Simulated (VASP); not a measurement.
## From an Ansatz input to VASP: InP (strained zincblende)

Ansatz input

```yaml
crystal:
  lattice:
    - [0.0, 2.8651740058, 2.8651740058]
    - [2.8651740058, 0.0, 2.8651740058]
    - [2.8651740058, 2.8651740058, 0.0]
  atoms:
    - { symbol: In, position: [0.0, 0.0, 0.0] }
    - { symbol: P, position: [0.25, 0.25, 0.25] }
kpoints:
  mp_grid: { grid: [8, 8, 8] }
  band_path:
    path:
      - [0.0, 0.0, 0.0]
      - [-0.5, -0.5, 0.0]
      - [-0.375, -0.375, 0.25]
      - [-0.375, 0.0, 0.375]
      - [0.0, 0.0, 0.5]
      - [-0.5, -0.25, 0.25]
    npoints: 1
hamiltonian:
  xc: r2scan
scf:
  occupations: { method: fixed }
  n_extra_bands: 4
output:
  forces: true
  stress: true
  eigenvalues: true
```

Problem. Translate this input to VASP.

Solution. 

INCAR

```
IBRION = -1
LCHARG = .FALSE.
SIGMA = 0.01
ISIF = 2
ENCUT = 520
LWAVE = .FALSE.
NBANDS = 16
ISMEAR = 0
LASPH = .TRUE.
PREC = Accurate
ALGO = Normal
NSW = 0
LREAL = .FALSE.
METAGGA = R2SCAN
NELM = 120
EDIFF = 1E-7
```

KPOINTS

```
KPOINTS created by Atomic Simulation Environment
0
Gamma
8 8 8
0 0 0
```

KPOINTS_OPT

```
special points
6
Reciprocal
0.0000000000 0.0000000000 0.0000000000 1
-0.5000000000 -0.5000000000 0.0000000000 1
-0.3750000000 -0.3750000000 0.2500000000 1
-0.3750000000 0.0000000000 0.3750000000 1
0.0000000000 0.0000000000 0.5000000000 1
-0.5000000000 -0.2500000000 0.2500000000 1
```

POSCAR

```
In P
 1.0000000000000000
     0.0000000000000000    2.8651740058000001    2.8651740058000001
     2.8651740058000001    0.0000000000000000    2.8651740058000001
     2.8651740058000001    2.8651740058000001    0.0000000000000000
 In  P
   1   1
Cartesian
  0.0000000000000000  0.0000000000000000  0.0000000000000000
  1.4325870029000001  1.4325870029000001  1.4325870029000001
```

VASP ran with the recommended PBE PAW datasets (18 valence electrons in the cell). Other inputs would serve too.

```
                            Ansatz     VASP
gap between bands v and c  1.55 eV  1.56 eV
         least direct gap  1.55 eV  1.56 eV
                 pressure  7.6 GPa  7.5 GPa
```

Each program uses its own PAW datasets. VASP's cell holds 18 valence electrons and Ansatz's 18. Ansatz's stress includes a Pulay correction; VASP's doesn't.
